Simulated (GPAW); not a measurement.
The system is MnO.

```xyz
2
Lattice="0.0000 2.2239 2.2239 2.2239 0.0000 2.2239 2.2239 2.2239 0.0000" Properties=species:S:1:pos:R:3 pbc="T T T"
Mn    0.0000    0.0000    0.0000
O     2.2239    2.2239    2.2239
```

The cell is a database's computed one.

Base run:

| Item | Value |
| --- | --- |
| Program | GPAW 26.7.0 |
| Functional | PBEsol |
| Potentials or basis | PAW data sets generated in the run's folder for this functional |
| Cutoff | 800 eV |
| Basis | pw |
| k mesh | 10 × 10 × 10 |
| Occupations | fermi-dirac, width 0.05 eV |
| Spin | collinear spin, ferromagnetic start |
| Starting moments | [4.0, 0.0] μB |
| Hubbard terms | Mn d U = 1 eV |

Its results: pressure -0.4 GPa; net moment 4.93 μB per cell; site moments Mn +4.38; O +0.17 μB.

The run is repeated on the same cell with these changes: hubbard terms from Mn d U = 1 eV to Mn d U = 6 eV. What comes out?

Pressure 4.9 GPa; net moment 5.00 μB per cell; site moments Mn +4.57; O +0.10 μB.

Caveats: a cell with one magnetic atom can't hold antiferromagnetic order, which such compounds often take.
